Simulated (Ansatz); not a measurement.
HfO2 in the fluorite structure, relaxed with r2SCAN in the plane-wave code Ansatz. It is cubic, Fm-3m (No. 225); a = 5.058 Å in the conventional setting, 10.79 Å³ an atom. Around Hf lie 8 O at 2.19 Å; around O lie 4 Hf at 2.19 Å.

The axes x, y and z are those of this cell:
```
CELL_PARAMETERS angstrom
0.00000 2.52918 2.52918
2.52918 0.00000 2.52918
2.52918 2.52918 0.00000
ATOMIC_POSITIONS crystal
Hf 0.00000 0.00000 0.00000
O 0.25000 0.25000 0.25000
O 0.75000 0.75000 0.75000
```

Unstrained: The PBE gap is direct at X: 3.803 eV. With r2SCAN the gap is 4.303 eV and direct, at X. With r2SCAN+SOC the gap is 4.306 eV and direct, at X. HSE06 gives a direct gap of 5.409 eV at X. Meshes: PBE 8×8×8, r2SCAN 8×8×8, r2SCAN+SOC 8×8×8, HSE06 6×6×6. Strains are changes of length per length, and xy shears are angles. After each strain the atoms were relaxed again with r2SCAN within the symmetry that the strain leaves, so tilts or polar shifts that break it weren't tested; points keep the names that they have in the unstrained zone. Non-magnetic throughout; all numbers are computed.

Problem. One strain changed the r2SCAN stress by xx +0.02, yy +0.02, zz +0.02, xy -0.84 GPa (compression positive) and the gap by 0.000 eV (PBE), 0.000 eV (r2SCAN), 0.000 eV (HSE06). Which kind of strain was it, and roughly how large?

Solution. Xy shear, engineering strain (angle) +1.13 %. The pattern of the stress gives the kind; the size needs the stiffness, so it is an estimate.

Problem. One strain changed the r2SCAN stress by xx -16.06, yy -16.06, zz -4.52 GPa (compression positive) and the gap by -0.321 eV (PBE), -0.338 eV (r2SCAN), -0.341 eV (HSE06). Which kind of strain was it, and roughly how large?

Solution. Biaxial +2.54 % in x and y, z held. The pattern of the stress gives the kind; the size needs the stiffness, so it is an estimate.

Problem. One strain changed the r2SCAN stress by xx -10.63, yy -10.63, zz -10.63, xy -1.74, xz -1.74, yz -1.74 GPa (compression positive) and the gap by -0.096 eV (PBE), -0.107 eV (r2SCAN), -0.117 eV (HSE06). Which kind of strain was it, and roughly how large?

Solution. Uniaxial +4.52 % along [111], other directions held. The pattern of the stress gives the kind; the size needs the stiffness, so it is an estimate.

Only the levels marked +SOC include spin-orbit coupling.

The meshes of the hybrids are coarse, so their gaps aren't converged to the digits shown.
